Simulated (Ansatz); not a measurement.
B: pressure and energy less free atoms against volume per atom

Periodic Kohn-Sham DFT of a crystal at fixed atoms; pressure and stress are positive in compression; the energy is the free energy less that of spherical unpolarised free atoms; site moments are those in the method's own spheres, positive along +z. The results are calculated, by Ansatz 0.2.0.

Cell of the first row (space group Im-3m, No. 229):
```
B
1.0
     -1.1382     1.1382     1.1382
      1.1382    -1.1382     1.1382
      1.1382     1.1382    -1.1382
B
1
Direct
  0.00000 0.00000 0.00000
```

Settings of every row: method all-electron LAPW; functional PBE; relativity scalar; k mesh 18x18x18; filling fermi-dirac; smearing width 0.08 eV; basis error target 0.25 meV/atom; nucleus gaussian.

Atom start moment: 0 on all atoms.

Limits: the cell comes from a prototype or a list of computed structures and needn't be the stable phase.

```csv
row,volume per atom (Å³),pressure (GPa),energy less free atoms (eV/atom)
1,5.898,10.26,-4.9846
2,6.021,4.809,-4.9904
3,6.144,-0.081,-4.9921
4,6.267,?,?
5,6.39,-8.241,-4.9855
```

Question: what pressure and energy less free atoms should row 4 give?

Worked fit of pressure. Take u = (V_r/V)^(2/3) − 1 with V_r = 6.0825 Å³ an atom, which is twice the finite (Eulerian) strain; such expansions in the strain, on which the Birch-Murnaghan equation of state is built, carry the rest volume and the bulk modulus. The shown rows have u = 0.02075, 0.0068, -0.00668, -0.03234. Least squares give pressure = 2.2912 + 361.346 × u + 1101.87 × u² GPa; a straight line predicts inner rows, each left out in turn, worse (root mean square 0.49 against 0.02 GPa). The rows lie off it by -0.004, 0.010, -0.008, 0.001 (root mean square 0.0067 GPa). The pressure vanishes at u = -0.0065, or V = 6.142 Å³ an atom, and there the bulk modulus at fixed shape and fractions is B = −V dP/dV = (2/3)(1 + u) dP/du = 230 GPa. The withheld row has u = -0.01972, so the fit gives 2.2912 + 361.346 × (-0.01972) + 1101.87 × (-0.01972)² = -4.406 GPa.

The calculation gave -4.419 GPa. The fit lies 0.013 GPa (0.07 % of the column's range) above it; its largest miss of a shown row is 0.010 GPa.

Worked fit of energy less free atoms. Take u = (V_r/V)^(2/3) − 1 with V_r = 6.0825 Å³ an atom, which is twice the finite (Eulerian) strain; such expansions in the strain, on which the Birch-Murnaghan equation of state is built, carry the rest volume and the bulk modulus. The shown rows have u = 0.02075, 0.0068, -0.00668, -0.03234. Least squares give energy less free atoms = −4.99171 + 0.1329 × u + 10.053 × u² eV/atom; a straight line predicts inner rows, each left out in turn, worse (root mean square 0.0044 against 0.00012 eV/atom). The rows lie off it by 0.0000, -0.0001, 0.0000, 0.0000. The withheld row has u = -0.01972, so the fit gives −4.99171 + 0.1329 × (-0.01972) + 10.053 × (-0.01972)² = -4.9904 eV/atom.

The calculation gave -4.9904 eV/atom. The fit meets it to the printed digit.
